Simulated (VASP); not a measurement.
Input of a VASP 6.6.1 run:

INCAR

```
SYSTEM = ZnS
PREC = Accurate ; ENCUT = 600
EDIFF = 1E-7 ; ISMEAR = -1
SIGMA = 0.05 ; LREAL = .FALSE.
LASPH = .TRUE. ; NELM = 100
ALGO = Normal ; ISIF = 3
LWAVE = .FALSE. ; LCHARG = .FALSE.
GGA = PE ; IVDW = 11
IBRION = 2 ; NSW = 60
EDIFFG = -0.02
```

The input KPOINTS:

```
regular mesh
0
G
  8 8 3
  0 0 0
```

POSCAR

```
ZnS
1.0
    3.8227000000      0.0000000000      0.0000000000
   -1.9113500000      3.3105553110      0.0000000000
    0.0000000000      0.0000000000     12.5200000000
Zn S
4 4
Direct
    0.6666666667      0.3333333333      0.7500000000
    0.3333333333      0.6666666667      0.2500000000
    0.0000000000      0.0000000000      0.5000000000
    0.0000000000      0.0000000000      0.0000000000
    0.6666666667      0.3333333333      0.9375000000
    0.3333333333      0.6666666667      0.4375000000
    0.0000000000      0.0000000000      0.6875000000
    0.0000000000      0.0000000000      0.1875000000
```

Potentials or basis: VASP PAW PBE potentials, release 64 (Zn, S).

Run with:

```bash
$ cat potpaw_PBE.64/Zn/POTCAR potpaw_PBE.64/S/POTCAR > POTCAR
$ mpirun -np 1 vasp_std > vasp.out
```

Predict the dispersion energy per atom.

-0.271 eV.

Estimate the space group after relaxing (to 0.05 Å).

P6_3mc (No. 186).

What does it give for the relaxed volume?

19.53 Å³/atom.

Final structure:
```
Zn S
1.0
     3.80568    0.00000    0.00000
    -1.90284    3.29582    0.00000
     0.00000    0.00000   12.45457
Zn S
4 4
Direct
  0.66667 0.33333 0.75003
  0.33333 0.66667 0.25003
  0.00000 0.00000 0.50009
  0.00000 0.00000 0.00009
  0.66667 0.33333 0.93757
  0.33333 0.66667 0.43757
  0.00000 0.00000 0.68730
  0.00000 0.00000 0.18730
```
